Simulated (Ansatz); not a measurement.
The system is AgCl.

```
Ag Cl
1.0
     3.43397    0.00000    0.00000
     0.00000    3.43397    0.00000
     0.00000    0.00000    3.43397
Ag Cl
1 1
Cartesian
  0.0000 0.0000 0.0000
  1.7170 1.7170 1.7170
```

Measurements of this composition are mostly on another form, of space group No. 225.

Base run:

```yaml
Program: Ansatz 0.2.0
Functional: PBE
Potentials_or_basis: Ansatz PAW
Cutoff: "420 eV (not typed: the program's choice for these potentials)"
k_mesh: 8 × 8 × 8
Occupations: gaussian, width 0.1 eV
Spin: no spin polarisation
```

Its results: band gap on the k mesh 0.57 eV, indirect (least direct gap 2.07 eV); pressure -0.1 GPa.

**Question.** The run is repeated on the same cell with these changes: functional from PBE to LDA; occupations from gaussian, width 0.1 eV to gaussian, width 0.02 eV. What comes out?

**Answer.** Band gap on the k mesh 0.28 eV, indirect (least direct gap 1.79 eV); pressure -7.6 GPa.

Caveats: the PAW data sets come from PBE, with cores solved anew for the run's functional, which leaves a small shift of forces and pressure (some runs).

A k mesh can miss the band edges.
